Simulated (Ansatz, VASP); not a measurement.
**Ru in VASP and in Ansatz**

```xyz
1
Lattice="0.0000 2.0105 2.0105 2.0105 0.0000 2.0105 2.0105 2.0105 0.0000" Properties=species:S:1:pos:R:3 pbc="T T T"
Ru    0.0000    0.0000    0.0000
```

Alike in both runs: task single point; functional BLYP; k mesh 16 × 16 × 16; occupations fermi-dirac, width 0.1 eV; no spin polarisation.

```csv
,VASP,Ansatz
version,VASP 6.6.1,Ansatz 0.2.0
potentials or method,"VASP PAW PBE potentials, release 64 (Ru_pv)","plane waves (420 eV) with PAW, scalar-relativistic"
plane-wave cutoff (eV),520,420
valence electrons in the cell,14,16
```

VASP gave:

| Property | Result |
| --- | --- |
| pressure (GPa) | -22.0 |

Problem. Which values does Ansatz return?

Solution. Pressure (GPa): -22.4.

The two sets of potentials don't hold the same shells in valence.

Caveats: so large a pressure means that the cell lies far from this level's equilibrium, or that cutoff or potentials fall short (VASP); the potentials were made for another functional, which shifts forces and pressure (VASP).
